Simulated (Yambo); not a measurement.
# BAs (F-43m) in Yambo: notebook

Runs on BAs. Level: PBE. Tasks: Hartree-Fock levels, optical spectrum.

All numbers are computed with Yambo 5.3.0; they aren't measurements. Logs are shortened: lines on timing, memory, paths and dates and some standing lists are left out, and cuts for length are marked.

**1. Starting point**

Symmetry: F-43m, No. 216, cubic system. Conventional cell: a = 4.777 Å, b = 4.777 Å, c = 4.777 Å, α = 90.00°, β = 90.00°, γ = 90.00°. As (site symmetry -43m) is surrounded by 4 B at 2.07 Å. B (site symmetry -43m) has 4 As at 2.07 Å as nearest neighbours.

**2. Hartree-Fock levels, PBE**

Contents of hf1.in:

```
rim_cut
HF_and_locXC
RandQpts= 1000000
RandGvec= 50 RL
EXXRLvcs= 104 Ry
VXCRLvcs= 104 Ry
% QPkrange
 1 | 1 | 11 | 15 |
 7 | 7 | 11 | 15 |
%
```

Contents of scf.in:

```
&CONTROL
  calculation = 'scf'
  prefix = 'pwscf'
  outdir = './tmp'
  pseudo_dir = './pseudo'
/
&SYSTEM
  ibrav = 0
  A = 3.37784909
  nat = 2
  ntyp = 2
  ecutwfc = 104
  nbnd = 20
  occupations = 'smearing'
  smearing = 'fd'
  degauss = 0.00367493
  force_symmorphic = .true.
/
&ELECTRONS
  conv_thr = 4d-10
  electron_maxstep = 120
  mixing_beta = 0.5
/
ATOMIC_SPECIES
As    74.9216 As.upf
B     10.8100 B.upf
CELL_PARAMETERS alat
   0.0000000000    0.7071067820    0.7071067820
   0.7071067820    0.0000000000    0.7071067820
   0.7071067820    0.7071067820    0.0000000000
ATOMIC_POSITIONS alat
As     1.0606601730    1.0606601730    1.0606601730
B      0.0000000000    0.0000000000    0.0000000000
K_POINTS automatic
4 4 4 0 0 0
```

Contents of nscf.in:

```
&CONTROL
  calculation = 'nscf'
  prefix = 'pwscf'
  outdir = './tmp'
  pseudo_dir = './pseudo'
/
&SYSTEM
  ibrav = 0
  A = 3.37784909
  nat = 2
  ntyp = 2
  ecutwfc = 104
  nbnd = 133
  occupations = 'fixed'
  force_symmorphic = .true.
/
&ELECTRONS
  conv_thr = 1d-08
  diago_full_acc = .true.
  diago_thr_init = 1d-06
/
ATOMIC_SPECIES
As    74.9216 As.upf
B     10.8100 B.upf
CELL_PARAMETERS alat
   0.0000000000    0.7071067820    0.7071067820
   0.7071067820    0.0000000000    0.7071067820
   0.7071067820    0.7071067820    0.0000000000
ATOMIC_POSITIONS alat
As     1.0606601730    1.0606601730    1.0606601730
B      0.0000000000    0.0000000000    0.0000000000
K_POINTS automatic
4 4 4 0 0 0
```

Potentials or basis: PseudoDojo 0.4 SR PBE stringent.

On the command line:

```bash
$ OMP_NUM_THREADS=1 pw.x -in scf.in > scf.out
$ OMP_NUM_THREADS=1 pw.x -in nscf.in > nscf.out
$ cd tmp/pwscf.save; p2y; mv SAVE ../..; cd ../..
$ OMP_NUM_THREADS=1 yambo
$ mkdir -p hf1; ln -s $PWD/g0w00/ndb.RIM hf1/
$ OMP_NUM_THREADS=1 yambo -F hf1.in -J hf1 -C hf1_out
```

Yambo's report:

```text
[... sections 02.01 to 02.04 as in the set-up run ...]

  [02.05] Energies & Occupations
  ==============================

  [X] === General ===
  [X] Electronic Temperature                        :  0.000000  0.000000 [eV K]
  [X] Bosonic    Temperature                        :  0.000000  0.000000 [eV K]
  [X] Finite Temperature mode                       : no
  [X] El. density                                   :  0.95404E+24 [cm-3]
  [X] Fermi Level                                   :  12.20293 [eV]

  [X] === Gaps and Widths ===
  [X] Conduction Band Min                           :  1.434106 [eV]
  [X] Valence Band Max                              :  0.000000 [eV]
  [X] Filled Bands                                  :  13
  [X] Empty Bands                                   :   14  133
  [X] Direct Gap                                    :  3.272701 [eV]
  [X] Direct Gap localized at k                     :  1
  [X] Indirect Gap                                  :  1.434106 [eV]
  [X] Indirect Gap between kpts                     :   1   7
  [X] Last valence band width                       :  5.197060 [eV]
  [X] 1st conduction band width                     :  3.830625 [eV]

 [03] Transferred momenta grid and indexing
 ==========================================

 IBZ Q-points                                      :   8
 BZ  Q-points                                      :   64

 K/Q-points units:
 rlu = crystal or reduced units; cc = cartesian coordinates; iku = interal k-units

 Q [1]          [rlu]:  0.000000  0.000000  0.000000
 Q [2]          [rlu]:  0.91802E-17  0.91802E-17  0.25000
 Q [3]          [rlu]:  0.28542E-16 -0.82481E-16 -0.50000
 Q [4]          [rlu]: -0.21953E-16  0.25000      0.25000
 Q [5]          [rlu]: -0.56615E-17  0.25000      0.50000
 Q [6]          [rlu]: -0.26970E-16  0.25000     -0.25000
 Q [7]          [rlu]:  0.43907E-16 -0.50000     -0.50000
 Q [8]          [rlu]:  0.250000 -0.500000 -0.250000

 [04] Coloumb potential Random Integration (RIM)
 ===============================================

 Summary of Coulomb integrals for non-metallic bands |Q|[au] RIM/Bare

 Q [1] 0.100000E-4 0.995870 * Q [2] 0.301388 1.064252
 Q [4] 0.348013 1.063621 * Q [6] 0.492165 1.026387
 Q [5] 0.577115 1.018937 * Q [3] 0.602777 1.016899
 Q [7] 0.696026 1.013120 * Q [8] 0.778181 1.010010

 [05] Local Exchange-Correlation + Non-Local Fock
 ================================================

 [VXC] Plane waves :   3383
 [EXS] Plane waves :   3383

 QP @ state[ 1 ] K range:  1  1
 QP @ state[ 1 ] b range:  11  15
 QP @ state[ 2 ] K range:   7   7
 QP @ state[ 2 ] b range:  11  15

 [WF-HF/Rho loader] Normalization (few states)  min/max  :  0.25856E-16   1.0000

 [xc] Functional : Perdew, Burke & Ernzerhof(X)+Perdew, Burke & Ernzerhof(C)
 [xc] LIBXC used to calculate xc functional
  PP Number of Atomic Species                      :  2
  NLCC RL compoments                               :  26301
  PP Number of Atomic Species                      :  2
  NLCC RL compoments                               :  26301
 [WR./hf1//ndb.HF_and_locXC]-----------------------------------------------------
  Brillouin Zone Q/K grids (IBZ/BZ)                :    8   64    8   64
  RL vectors                                       :   4015 [WF]
  Fragmentation                                    : no
  Electronic Temperature                           :  0.000000 [K]
  Bosonic    Temperature                           :  0.000000 [K]
  Green`s function   wavefunctions                 : Perdew, Burke & Ernzerhof(X)+Perdew, Burke & Ernzerhof(C)
  Total number of QP states                        :  10
  Exchange RL vectors                              :   3383
  Exchange summation bands                         :  13
  RIM RL components                                :   51
  RIM random points                                :  1000000

 [xc] E_xc :  -25.07127 [Ha]
      E_xc :  -50.14254 [Ry]

  Local XC kind (lXC) : Perdew, Burke & Ernzerhof(X)+Perdew, Burke & Ernzerhof(C)
  Non-Local XC kind (nlXC) : Hartree-Fock

  Corrections @ K [1] :  [eV]
 <11|nlXC|11> = -15.66469  0.22250E-16 <11|lXC|11> = -14.18809 -0.28991E-22
 <12|nlXC|12> = -15.66467 -0.12233E-16 <12|lXC|12> = -14.18809  0.18884E-15
 <13|nlXC|13> = -15.66469 -0.81774E-17 <13|lXC|13> = -14.18809 -0.94464E-16
 <14|nlXC|14> = -8.318527  0.88435E-17 <14|lXC|14> = -12.99805 -0.26190E-19
 <15|nlXC|15> = -8.318523 -0.58517E-18 <15|lXC|15> = -12.99805 -0.14994E-19

  Corrections @ K [7] :  [eV]
 <11|nlXC|11> = -18.20393 -0.66918E-17 <11|lXC|11> = -12.66783  0.94465E-16
 <12|nlXC|12> = -16.21576  0.46140E-17 <12|lXC|12> = -13.04964 -0.11686E-16
 <13|nlXC|13> = -16.21578 -0.92301E-17 <13|lXC|13> = -13.04964 -0.11807E-15
 <14|nlXC|14> = -6.945700  0.94189E-18 <14|lXC|14> = -11.06310 -0.17697E-16
 <15|nlXC|15> = -7.036540  0.71748E-17 <15|lXC|15> = -11.25913  0.64961E-16
```

It took 46 s on 1 thread of Arm Neoverse V1, shared host; peak memory 0.26 GiB.

What came out:

- Band gap on the k mesh, mean-field level: 1.43 eV, indirect (least direct gap 3.27 eV)
- Quasiparticle gap: 7.03 eV
- Least direct quasiparticle gap: 9.43 eV
- Quasiparticle gap at Γ: 9.43 eV
- Band gap of the same states before the correction: 1.43 eV

Quasiparticle terms (eV):
```tsv
k point	band	Kohn-Sham level	Vxc	Σx	Σc	Z	result
(0.000, 0.000, 0.000)	11	0.00	-14.19	-15.66	-	-	-1.48
(0.000, 0.000, 0.000)	12	0.00	-14.19	-15.66	-	-	-1.48
(0.000, 0.000, 0.000)	13	0.00	-14.19	-15.66	-	-	-1.48
(0.000, 0.000, 0.000)	14	3.27	-13.00	-8.32	-	-	7.95
(0.000, 0.000, 0.000)	15	3.27	-13.00	-8.32	-	-	7.95
(0.000, -0.500, -0.500)	11	-8.52	-12.67	-18.20	-	-	-14.06
(0.000, -0.500, -0.500)	12	-4.08	-13.05	-16.22	-	-	-7.25
(0.000, -0.500, -0.500)	13	-4.08	-13.05	-16.22	-	-	-7.25
(0.000, -0.500, -0.500)	14	1.43	-11.06	-6.95	-	-	5.55
(0.000, -0.500, -0.500)	15	1.44	-11.26	-7.04	-	-	5.67
```

Caveat: the k mesh is coarse (spacing up to 0.57 Å⁻¹), so the values aren't converged; mesh, valence shells or block size may be too small for converged GW; the basis isn't converged for GW.

**3. Optical spectrum, PBE**

Contents of optics7.in:

```
optics
chi
Chimod= "IP"
% BndsRnXd
 1 | 28 |
%
% LongDrXd
 1 | 0 | 0 |
%
% QpntsRXd
 1 | 1 |
%
% EnRngeXd
 0 | 30 | eV
%
% DmRngeXd
 0.2 | 0.2 | eV
%
ETStpsXd= 150
```

scf.in is that of step 2.

nscf.in is that of step 2.

Potentials or basis: PseudoDojo 0.4 SR PBE stringent.

On the command line:

```bash
$ OMP_NUM_THREADS=1 pw.x -in scf.in > scf.out
$ OMP_NUM_THREADS=1 pw.x -in nscf.in > nscf.out
$ cd tmp/pwscf.save; p2y; mv SAVE ../..; cd ../..
$ OMP_NUM_THREADS=1 yambo
$ OMP_NUM_THREADS=1 yambo -F optics7.in -J optics7 -C optics7_out
```

Yambo's report:

```text
[... sections 02.01 to 02.04 as in the set-up run ...]

  [02.05] Energies & Occupations
  ==============================

  [X] === General ===
  [X] Electronic Temperature                        :  0.000000  0.000000 [eV K]
  [X] Bosonic    Temperature                        :  0.000000  0.000000 [eV K]
  [X] Finite Temperature mode                       : no
  [X] El. density                                   :  0.95404E+24 [cm-3]
  [X] Fermi Level                                   :  12.20293 [eV]

  [X] === Gaps and Widths ===
  [X] Conduction Band Min                           :  1.434106 [eV]
  [X] Valence Band Max                              :  0.000000 [eV]
  [X] Filled Bands                                  :  13
  [X] Empty Bands                                   :   14  133
  [X] Direct Gap                                    :  3.272701 [eV]
  [X] Direct Gap localized at k                     :  1
  [X] Indirect Gap                                  :  1.434106 [eV]
  [X] Indirect Gap between kpts                     :   1   7
  [X] Last valence band width                       :  5.197060 [eV]
  [X] 1st conduction band width                     :  3.830625 [eV]

 [03] Transferred momenta grid and indexing
 ==========================================

 IBZ Q-points                                      :   8
 BZ  Q-points                                      :   64

 K/Q-points units:
 rlu = crystal or reduced units; cc = cartesian coordinates; iku = interal k-units

 Q [1]          [rlu]:  0.000000  0.000000  0.000000
 Q [2]          [rlu]:  0.91802E-17  0.91802E-17  0.25000
 Q [3]          [rlu]:  0.28542E-16 -0.82481E-16 -0.50000
 Q [4]          [rlu]: -0.21953E-16  0.25000      0.25000
 Q [5]          [rlu]: -0.56615E-17  0.25000      0.50000
 Q [6]          [rlu]: -0.26970E-16  0.25000     -0.25000
 Q [7]          [rlu]:  0.43907E-16 -0.50000     -0.50000
 Q [8]          [rlu]:  0.250000 -0.500000 -0.250000

 [WARNING] [Xd] User bands 1-28 break level degeneracy

 [04] Dipoles
 ============

  [04.01] Setup: observables and procedures
  =========================================

  [WF-Oscillators/G space/Transverse up loader] Normalization (few states)  min/max  :  0.19395E-16   1.0000

  [WR./optics7//ndb.dipoles]------------------------------------------------------
   Brillouin Zone Q/K grids (IBZ/BZ)                :    8   64    8   64
   RL vectors                                       :   4015 [WF]
   Fragmentation                                    : yes
   Electronic Temperature                           :  0.000000 [K]
   Bosonic    Temperature                           :  0.000000 [K]
   DIP band range                                   :   1  28
   DIP band range limits                            :  13  14
   DIP e/h energy range                             : -1.000000 -1.000000 [eV]
   RL vectors in the sum                            :   4015
   [r,Vnl] included                                 : yes
   Bands ordered                                    : yes
   Direct v evaluation                              : no
   Approach used                                    : G-space v
   Dipoles computed                                 : R V P [G-space]
   Wavefunctions                                    : Perdew, Burke & Ernzerhof(X)+Perdew, Burke & Ernzerhof(C)

  [WARNING] [r,Vnl^pseudo] included in position and velocity dipoles.

  [WARNING] In case H contains other non local terms, these are neglected

 [05] Optics
 ===========

 [X-CG] R(p) Tot o/o(of R):    930  12480    100
```

o-optics7.eel_q1_ip:

```text
# Electron Energy Loss @ Q(1):   1.00000000      0.00000000      0.00000000    [q->0 direction]
#
# [ X ] Hartree size                              :  1
# [GEN] GF Energies                               : Perdew, Burke & Ernzerhof(X)+Perdew, Burke & Ernzerhof(C)
# [GEN] Green`s Function                          : T-ordered
#
# [GEN] Gauge                                     : Length
# [GEN] [r,Vnl] included                          : yes
#
#    E[1] [eV]          Im(eel)            Re(eel)
#
        0.000000           0.002495          -0.065214
        0.201342           0.002502          -0.065104
        0.402685           0.002522          -0.064775
        0.604027           0.002556          -0.064223
        0.805369           0.002605          -0.063445
        1.006711           0.002670          -0.062436
[... 142 lines left out ...]
        29.79866           0.487215          -2.164483
        30.00000           0.403340          -2.177389
#
```

o-optics7.eps_q1_ip:

```text
# Absorption @ Q(1):   1.00000000      0.00000000      0.00000000    [q->0 direction]
#
# [ X ] Hartree size                              :  1
# [GEN] GF Energies                               : Perdew, Burke & Ernzerhof(X)+Perdew, Burke & Ernzerhof(C)
# [GEN] Green`s Function                          : T-ordered
#
# [GEN] Gauge                                     : Length
# [GEN] [r,Vnl] included                          : yes
#
#    E[1] [eV]          Im(eps)            Re(eps)
#
        0.000000           0.585773           15.31173
        0.201342           0.589313           15.33733
        0.402685           0.600104           15.41481
        0.604027           0.618684           15.54622
        0.805369           0.646024           15.73521
        1.006711           0.683656           15.98726
[... 142 lines left out ...]
        29.79866           0.098980           0.439724
        30.00000           0.082252           0.444029
#
```

Run time: 45 s. Hardware: 1 thread of Arm Neoverse V1, shared host; peak memory 0.24 GiB.

What came out:

| Item | Value |
| --- | --- |
| Band gap on the k mesh, mean-field level | 1.43 eV, indirect (least direct gap 3.27 eV) |
| Electronic dielectric constant along the field | 15.31 |

Dielectric function (along the field direction of the input):
```csv
energy (eV),real part,imaginary part
0.40,15.41,0.60
1.41,16.72,0.80
2.42,20.85,1.77
3.42,20.21,11.65
4.43,6.51,41.42
5.44,28.11,58.32
6.44,-14.28,10.31
7.45,-12.40,4.46
8.46,-6.24,1.70
9.46,-3.41,0.92
10.67,-2.16,2.74
11.68,-1.44,1.39
12.68,-4.20,3.86
13.69,-2.71,1.06
14.70,-1.77,0.52
15.70,-1.06,0.41
16.71,-0.87,0.56
17.72,-0.82,0.37
18.72,-0.59,0.29
19.93,-0.38,0.41
```

Energy-loss function:
| energy (eV) | loss |
| --- | --- |
| 0.0 | 0.002 |
| 1.2 | 0.003 |
| 2.6 | 0.005 |
| 3.8 | 0.010 |
| 5.2 | 0.017 |
| 6.4 | 0.033 |
| 7.9 | 0.033 |
| 9.1 | 0.062 |
| 10.5 | 0.323 |
| 11.7 | 0.346 |
| 13.1 | 0.127 |
| 14.3 | 0.189 |
| 15.7 | 0.322 |
| 16.9 | 0.679 |
| 18.3 | 0.885 |
| 19.5 | 2.242 |
| 20.9 | 3.204 |
| 22.1 | 5.407 |
| 23.6 | 4.107 |
| 24.8 | 2.778 |
| 26.2 | 1.308 |
| 27.4 | 0.709 |
| 28.8 | 0.312 |
| 30.0 | 0.403 |

Caveat: the k mesh is coarse (spacing up to 0.57 Å⁻¹), so the values aren't converged; spectra need much finer meshes, so this one isn't converged; independent-particle spectra lack excitons. A k mesh can miss the band edges.
